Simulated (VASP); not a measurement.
# BeSe (F-43m) in VASP: notebook

The runs below take BeSe through single point, relaxation of cell and atoms, with PBE.

All numbers are computed with VASP 6.6.1; they aren't measurements. Logs are shortened: lines on timing, memory, paths and dates and some standing lists are left out, and cuts for length are marked.

## Step 1: The structure

It takes space group F-43m (No. 216, cubic). Conventional cell: a = 5.178 Å, b = 5.178 Å, c = 5.178 Å, α = 90.00°, β = 90.00°, γ = 90.00°. Be (site symmetry -43m) is surrounded by 4 Se at 2.24 Å. Se (site symmetry -43m) is surrounded by 4 Be at 2.24 Å.

The cell was built by a generator and needn't be a form met in nature.

## Step 2: Single point, PBE

INCAR

```
SYSTEM = BeSe
ALGO = Normal
EDIFF = 1E-6
ENCUT = 520
GGA = PE
ISIF = 2
ISMEAR = -1
LASPH = .TRUE.
LCHARG = .FALSE.
LREAL = .FALSE.
LWAVE = .FALSE.
NBANDS = 11
NELM = 60
PREC = Accurate
SIGMA = 0.1
```

KPOINTS

```
k-points
0
G
  6 6 6
  0 0 0
```

POSCAR

```
BeSe
1.0
    0.0000000000      2.5891968128      2.5891968128
    2.5891968128      0.0000000000      2.5891968128
    2.5891968128      2.5891968128      0.0000000000
Be Se
1 1
Direct
    0.0000000000      0.0000000000      0.0000000000
    0.2500000000      0.2500000000      0.2500000000
```

Potentials or basis: VASP PAW PBE potentials, release 64 (Be, Se).

Command:

```console
$ cat potpaw_PBE.64/Be/POTCAR potpaw_PBE.64/Se/POTCAR > POTCAR
$ mpirun -np 1 vasp_std > vasp.out
```

OUTCAR:

```text
SYSTEM = BeSe
   EDIFF = 1E-6
   ENCUT = 520
   GGA = PE
   ISIF = 2
   ISMEAR = -1
   LASPH = .TRUE.
   LREAL = .FALSE.
   NELM = 60
   PREC = Accurate

 ion  position               nearest neighbor table
   1  0.000  0.000  0.000-   2 2.24   2 2.24   2 2.24   2 2.24
   2  0.250  0.250  0.250-   1 2.24   1 2.24   1 2.24   1 2.24

  LATTYP: Found a face centered cubic cell.
 ALAT       =     5.1783936256

  Lattice vectors:

 A1 = (   0.0000000000,   2.5891968128,   2.5891968128)
 A2 = (   2.5891968128,   0.0000000000,   2.5891968128)
 A3 = (   2.5891968128,   2.5891968128,   0.0000000000)

Analysis of symmetry for initial positions (statically):
=====================================================================
 Subroutine PRICEL returns:
 Original cell was already a primitive cell.

 Routine SETGRP: Setting up the symmetry group for a
 face centered cubic supercell.

 Subroutine GETGRP returns: Found 24 space group operations
 (whereof 24 operations were pure point group operations)
 out of a pool of 48 trial point group operations.

The static configuration has the point symmetry T_d .

Analysis of symmetry for dynamics (positions and initial velocities):
=====================================================================
 Subroutine PRICEL returns:
 Original cell was already a primitive cell.

 Routine SETGRP: Setting up the symmetry group for a
 face centered cubic supercell.

 Subroutine GETGRP returns: Found 24 space group operations
 (whereof 24 operations were pure point group operations)
 out of a pool of 48 trial point group operations.

The dynamic configuration has the point symmetry T_d .

 Subroutine INISYM returns: Found 24 space group operations
 (whereof 24 operations are pure point group operations),
 and found     1 'primitive' translations

----------------------------------------------------------------------------------------

                                     Primitive cell

  volume of cell :      34.7156

  direct lattice vectors                    reciprocal lattice vectors
     0.000000000  2.589196813  2.589196813    -0.193110079  0.193110079  0.193110079
     2.589196813  0.000000000  2.589196813     0.193110079 -0.193110079  0.193110079
     2.589196813  2.589196813  0.000000000     0.193110079  0.193110079 -0.193110079

  length of vectors
     3.661677248  3.661677248  3.661677248     0.334476468  0.334476468  0.334476468

  position of ions in fractional coordinates (direct lattice)
     0.000000000  0.000000000  0.000000000
     0.250000000  0.250000000  0.250000000

  ion indices of the primitive-cell ions
   primitive index   ion index
                 1           1
                 2           2

----------------------------------------------------------------------------------------

 KPOINTS: k-points

Automatic generation of k-mesh.
 Grid dimensions read from file:
 generate k-points for:    6    6    6

 Generating k-lattice:

  Cartesian coordinates                     Fractional coordinates (reciprocal lattice)
    -0.032185013  0.032185013  0.032185013     0.166666667  0.000000000  0.000000000
     0.032185013 -0.032185013  0.032185013     0.000000000  0.166666667  0.000000000
     0.032185013  0.032185013 -0.032185013     0.000000000  0.000000000  0.166666667

  Length of vectors
     0.055746078  0.055746078  0.055746078

  Shift w.r.t. Gamma in fractional coordinates (k-lattice)
     0.000000000  0.000000000  0.000000000

 Subroutine IBZKPT returns following result:
 ===========================================

 Found     16 irreducible k-points:

 Following reciprocal coordinates:
            Coordinates               Weight
  0.000000  0.000000  0.000000      1.000000
  0.166667  0.000000  0.000000      8.000000
  0.333333  0.000000  0.000000      8.000000
  0.500000  0.000000  0.000000      4.000000
  0.166667  0.166667  0.000000      6.000000
  0.333333  0.166667  0.000000     24.000000
[... 8 lines left out ...]
 -0.333333  0.333333  0.166667     24.000000
 -0.333333  0.500000  0.166667     12.000000
   k-points           NKPTS =     16   k-points in BZ     NKDIM =     16   number of bands    NBANDS=     11
   number of dos      NEDOS =    301   number of ions     NIONS =      2
   total plane-waves  NPLWV =  21952
   dimension x,y,z NGX =    28 NGY =   28 NGZ =   28
   dimension x,y,z NGXF=    56 NGYF=   56 NGZF=   56
   ions per type =               1   1
   NGX,Y,Z   is equivalent  to a cutoff of  12.71, 12.71, 12.71 a.u.
   NGXF,Y,Z  is equivalent  to a cutoff of  25.42, 25.42, 25.42 a.u.
 SYSTEM =  BeSe
   PREC   = accura    normal or accurate (medium, high low for compatibility)
   ISTART =      0    job   : 0-new  1-cont  2-samecut
   ICHARG =      2    charge: 1-file 2-atom 10-const
   ISPIN  =      1    spin polarized calculation?
   LNONCOLLINEAR =      F non collinear calculations
   LSORBIT =      F    spin-orbit coupling
   LASPH  =      T    aspherical Exc in radial PAW
   ENCUT  =  520.0 eV  38.22 Ry    6.18 a.u.   6.81  6.81  6.81*2*pi/ulx,y,z
   NELM   =     60;   NELMIN=  2; NELMDL= -5     # of ELM steps
   EDIFF  = 0.1E-05   stopping-criterion for ELM
   LREAL  =      F    real-space projection
[... 7 lines left out ...]
   TEBEG  =    0.0;   TEEND  =   0.0 temperature during run
   PSTRESS=    0.0 pullay stress
   NELECT =       8.0000    total number of electrons
   NUPDOWN=      -1.0000    fix difference up-down
   EMIN   =  10.00;   EMAX   =-10.00  energy-range for DOS
   EFERMI =   0.00;   METHOD = LEGACY
   ISMEAR =    -1;   SIGMA  =   0.10  broadening in eV -4-tet -1-fermi 0-gaus
   EFERMI_NEDOS =   21; number of points for ismear=-14 and -15
   IALGO  =     38    algorithm
   IMIX   =      4    mixing-type and parameters
     AMIX     =   0.40;   BMIX     =  1.00
     AMIX_MAG =   1.60;   BMIX_MAG =  1.00
  volume/ion in A,a.u.               =      17.36       117.14
  Fermi-wavevector in a.u.,A,eV,Ry     =   1.003683  1.896685 13.706222  1.007379
  Thomas-Fermi vector in A             =   2.136250
   LORBIT       =      0    0 simple, 1 ext, 2 COOP (PROOUT), +10 PAW based schemes
   GGA     = PE    functional components
   LHFCALC =     F    Hartree Fock is set to
   AEXX    =    0.0000 exact exchange contribution
   IVDW    =     0    specifies the selected vdW correction
   LEPSILON=     F    determine dielectric tensor
   LRPA    =     F    only Hartree local field effects (RPA)
 non-spin polarized calculation
  energy-cutoff  :      520.00
  volume of cell :       34.72
 maximum number of plane-waves:       941
   NGX = 13   NGY = 13   NGZ = 13

 number of electron       7.9999999 magnetization

 Free energy of the ion-electron system (eV)
  ---------------------------------------------------
  ext. energy  EPLUGINS =         0.00000000
  ---------------------------------------------------
  free energy    TOTEN  =        -8.85536842 eV

  energy without entropy =       -8.85536827  energy(sigma->0) =       -8.85536835

 E-fermi :   4.5152     XC(G=0):  -9.3487

 val. band max:        3.1736038856   @ k =   0.0000   0.0000   0.0000
 cond. band min:       5.8366604084   @ k =   0.5000   0.5000   0.0000
 fundamental gap:      2.6630565228
 Fermi energy:         4.5152180354

 k-point     1 :       0.0000    0.0000    0.0000
  band No.  band energies     occupation
      1     -10.4981      2.00000
      2       3.1736      2.00000
      3       3.1736      2.00000
      4       3.1736      2.00000
      5       7.3925      0.00000
      6       8.1839      0.00000
      7       8.1839      0.00000
      8       8.1839      0.00000
      9      15.0922      0.00000
     10      15.6291      0.00000
     11      15.6291      0.00000

 k-point     2 :       0.1667    0.0000    0.0000
  band No.  band energies     occupation
      1     -10.2380      2.00000
      2       1.1965      2.00000
      3       2.8404      2.00000
      4       2.8404      2.00000
      5       7.6596      0.00000
      6       8.7246      0.00000
      7       8.7246      0.00000
      8       9.9326      0.00000
      9      14.4583      0.00000
     10      14.4583      0.00000
     11      15.3100      0.00000

 k-point     3 :       0.3333    0.0000    0.0000
  band No.  band energies     occupation
      1      -9.6076      2.00000
      2      -1.3208      2.00000
      3       2.3322      2.00000
      4       2.3322      2.00000
      5       7.5115      0.00000
      6       9.1839      0.00000
      7       9.1839      0.00000
      8      12.5189      0.00000
      9      15.0682      0.00000
     10      15.0682      0.00000
     11      15.1875      0.00000

 k-point     4 :       0.5000    0.0000    0.0000
  band No.  band energies     occupation
      1      -9.2032      2.00000
      2      -2.4076      2.00000
      3       2.1262      2.00000
      4       2.1262      2.00000
      5       7.4347      0.00000
      6       9.1364      0.00000
      7       9.1364      0.00000
      8      13.1253      0.00000
      9      16.5510      0.00000
     10      17.3457      0.00000
     11      17.3457      0.00000
[... 127 lines left out ...]
 k-point    14 :       0.5000    0.3333    0.1667
  band No.  band energies     occupation
      1      -9.1492      2.00000
      2      -1.1938      2.00000
      3       0.2226      2.00000
      4       1.2815      2.00000
      5       8.2575      0.00000
      6       9.6199      0.00000
      7       9.8594      0.00000
      8      12.5192      0.00000
      9      15.0823      0.00000
     10      16.0554      0.00000
     11      18.5415      0.00000

 k-point    15 :      -0.3333    0.3333    0.1667
  band No.  band energies     occupation
      1      -8.8592      2.00000
      2      -1.5836      2.00000
      3      -0.2381      2.00000
      4       0.8412      2.00000
      5       8.8671      0.00000
      6       9.2144      0.00000
      7      11.7899      0.00000
      8      12.1424      0.00000
      9      13.5933      0.00000
     10      17.6244      0.00000
     11      18.0838      0.00000

 k-point    16 :      -0.3333    0.5000    0.1667
  band No.  band energies     occupation
      1      -8.7365      2.00000
      2      -1.4205      2.00000
      3      -0.1605      2.00000
      4       0.1062      2.00000
      5       7.7760      0.00000
      6       9.0894      0.00000
      7      11.9945      0.00000
      8      12.6946      0.00000
      9      16.4372      0.00000
     10      16.6916      0.00000
     11      19.0393      0.00000

------------------------ aborting loop because EDIFF is reached ----------------------------------------

  FORCE on cell =-STRESS in cart. coord.  units (eV):
  Direction    XX          YY          ZZ          XY          YZ          ZX
  --------------------------------------------------------------------------------------
  -------------------------------------------------------------------------------------
  Total        0.0415060      0.0415060      0.0415060      0.0000000      0.0000000      0.0000000
  in kB        1.9155601      1.9155601      1.9155601      0.0000000      0.0000000      0.0000000
  external PRESSURE =       1.9155601 kB  Pullay stress =       0.0000000 kB

 VOLUME and BASIS-vectors are now :
 -----------------------------------------------------------------------------
  energy-cutoff  :      520.00
  volume of cell :       34.72
      direct lattice vectors                 reciprocal lattice vectors
     0.000000000  2.589196813  2.589196813    -0.193110079  0.193110079  0.193110079
     2.589196813  0.000000000  2.589196813     0.193110079 -0.193110079  0.193110079
     2.589196813  2.589196813  0.000000000     0.193110079  0.193110079 -0.193110079

 POSITION                                       TOTAL-FORCE (eV/Angst)
 -----------------------------------------------------------------------------------
      0.00000      0.00000      0.00000        -0.000000     -0.000000     -0.000000
      1.29460      1.29460      1.29460         0.000000      0.000000      0.000000
 -----------------------------------------------------------------------------------
    total drift:                                0.000000      0.000000      0.000000

  FREE ENERGIE OF THE ION-ELECTRON SYSTEM (eV)
  ---------------------------------------------------
  free  energy   TOTEN  =        -8.8553684215 eV

  energy  without entropy=       -8.8553682718  energy(sigma->0) =       -8.85536835
```

Wall time 7.4 s (1 thread of Intel Xeon Platinum 8488C (Sapphire Rapids), shared host); peak memory 0.15 GiB.

Results:

```
Free energy            : -8.8554 eV
Pressure               : 0.2 GPa
Band gap on the k mesh : 2.66 eV, indirect (least direct gap 4.22 eV)
```

Levels at points of the mesh, in eV from the valence-band top:
| k point | band 1 | band 2 | band 3 | band 4 | band 5 | band 6 | band 7 | band 8 | band 9 |
| --- | --- | --- | --- | --- | --- | --- | --- | --- | --- |
| (0.00, 0.00, 0.00) | -13.67 | 0.00 | 0.00 | 0.00 | 4.22 | 5.01 | 5.01 | 5.01 | 11.92 |
| (0.50, 0.00, 0.00) | -12.38 | -5.58 | -1.05 | -1.05 | 4.26 | 5.96 | 5.96 | 9.95 | 13.38 |
| (0.50, 0.50, 0.00) | -11.93 | -4.98 | -2.59 | -2.59 | 2.66 | 4.21 | 11.55 | 11.55 | 14.38 |

A k mesh can miss the band edges.

## Step 3: Relaxation of cell and atoms, PBE

This run uses another cell than the first one, of 16.03 Å³/atom, 0.923 times its volume.

INCAR

```
SYSTEM = BeSe
  PREC = Accurate
  ENCUT = 600
  EDIFF = 1E-6
  ISMEAR = -1
  SIGMA = 0.1
  LREAL = .False.
  LASPH = .True.
  NELM = 100
  ALGO = Normal
  ISIF = 3
  LWAVE = .False.
  LCHARG = .False.
  GGA = PE
  IBRION = 2
  NSW = 60
  EDIFFG = -0.01
```

KPOINTS

```
regular mesh
0
Gamma
  6 6 6
  0 0 0
```

POSCAR

```
BeSe
1.0
    0.0000000000      2.5212260000      2.5212260000
    2.5212260000      0.0000000000      2.5212260000
    2.5212260000      2.5212260000      0.0000000000
Be Se
1 1
Direct
    0.0000000000      0.0000000000      0.0000000000
    0.2500000000      0.2500000000      0.2500000000
```

Potentials or basis: VASP PAW PBE potentials, release 64 (Be, Se).

Command:

```console
$ cat potpaw_PBE.64/Be/POTCAR potpaw_PBE.64/Se/POTCAR > POTCAR
$ mpirun -np 1 vasp_std > vasp.out
```

Wall time 12 s (1 thread of Intel Xeon Platinum 8488C (Sapphire Rapids), shared host); peak memory 0.16 GiB.

Results (log left out):

* Free energy: -8.8554 eV
* Relaxed volume: 17.40 Å³/atom
* Relaxed cell: a = 3.664 Å, b = 3.664 Å, c = 3.664 Å, α = 60.00°, β = 60.00°, γ = 60.00°
* Space group after relaxing (to 0.05 Å): F-43m (No. 216)
* Energy gained by relaxing: 29.1 meV/atom
* Ionic steps: 3
* Pressure after relaxing: 0.0 GPa
* Band gap on the k mesh: 2.67 eV, indirect (least direct gap 4.20 eV)

Step by step:
| step | energy change (eV) | largest force (eV/Å) | pressure (GPa) | volume (Å³) |
| --- | --- | --- | --- | --- |
| 1 | 0.0000 | 0.0000 | 7.26 | 32.05 |
| 2 | -0.0547 | 0.0000 | -1.51 | 35.54 |
| 3 | -0.0582 | 0.0000 | 0.04 | 34.79 |

Final structure:
```cif
data_structure
_symmetry_space_group_name_H-M 'P 1'
_symmetry_Int_Tables_number 1
_cell_length_a 3.6644
_cell_length_b 3.6644
_cell_length_c 3.6644
_cell_angle_alpha 60.000
_cell_angle_beta 60.000
_cell_angle_gamma 60.000
_cell_volume 34.79
loop_
_atom_site_label
_atom_site_type_symbol
_atom_site_fract_x
_atom_site_fract_y
_atom_site_fract_z
_atom_site_occupancy
Be1 Be 0.00000 0.00000 0.00000 1
Se1 Se 0.25000 0.25000 0.25000 1
```

Levels at points of the mesh, in eV from the valence-band top:
```
           k point  band 1  band 2  band 3  band 4  band 5  band 6  band 7  band 8
(0.00, 0.00, 0.00)  -13.66    0.00    0.00    0.00    4.20    5.01    5.01    5.01
(0.50, 0.00, 0.00)  -12.37   -5.57   -1.04   -1.04    4.25    5.96    5.96    9.95
(0.50, 0.50, 0.00)  -11.93   -4.97   -2.58   -2.58    2.67    4.21   11.53   11.53
```

## Step 4: Single point, PBE

INCAR

```
PREC = Accurate
ENCUT = 520
EDIFF = 1E-6
ISMEAR = 1
SIGMA = 0.1
LREAL = F
LASPH = T
NELM = 60
ALGO = Normal
ISIF = 2
LWAVE = F
LCHARG = F
GGA = PE
NBANDS = 11
```

KPOINTS

```
regular mesh
0
Gamma
  6 6 6
```

POSCAR

```
BeSe
1.0
    0.0000000000      2.5891968184      2.5891968184
    2.5891968184      0.0000000000      2.5891968184
    2.5891968184      2.5891968184      0.0000000000
Be Se
1 1
Direct
    0.0000000000      0.0000000000      0.0000000000
    0.2500000000      0.2500000000      0.2500000000
```

Command:

```console
$ cat potpaw_PBE.64/Be/POTCAR potpaw_PBE.64/Se/POTCAR > POTCAR
$ mpirun -np 1 vasp_std > vasp.out
```

Wall time 6.3 s (1 thread of Intel Xeon Platinum 8488C (Sapphire Rapids), shared host); peak memory 0.15 GiB.

It converged, with:

```yaml
Free_energy: -8.8553 eV
Pressure: 0.2 GPa
Band_gap_on_the_k_mesh: 2.66 eV, indirect (least direct gap 4.22 eV)
```

Levels at points of the mesh, in eV from the valence-band top:
```tsv
k point	band 1	band 2	band 3	band 4	band 5	band 6	band 7	band 8
(0.00, 0.00, 0.00)	-13.67	0.00	0.00	0.00	4.22	5.01	5.01	5.01
(0.50, 0.00, 0.00)	-12.38	-5.58	-1.05	-1.05	4.26	5.96	5.96	9.95
(0.50, 0.50, 0.00)	-11.93	-4.98	-2.59	-2.59	2.66	4.21	11.55	11.55
```

A k mesh can miss the band edges.

## Step 5: Summary

| task | cell | cutoff (eV) | smearing | gap on the mesh (eV) | pressure (GPa) |
| --- | --- | --- | --- | --- | --- |
| single point | F-43m, 17.36 Å³/atom | 520 | fermi-dirac 0.1 eV | 2.66 | 0.2 |
| relaxation of cell and atoms | relaxed | 600 | fermi-dirac 0.1 eV | 2.67 | 0.0 |
| single point | F-43m, 17.36 Å³/atom | 520 | methfessel-paxton 0.1 eV | 2.66 | 0.2 |

Alike in all rows: level PBE; potentials or basis VASP PAW PBE potentials, release 64 (Be, Se); no spin polarisation; k mesh 6 × 6 × 6.

Total energies depend on the potentials used, so only differences within one code and one set of settings carry meaning.
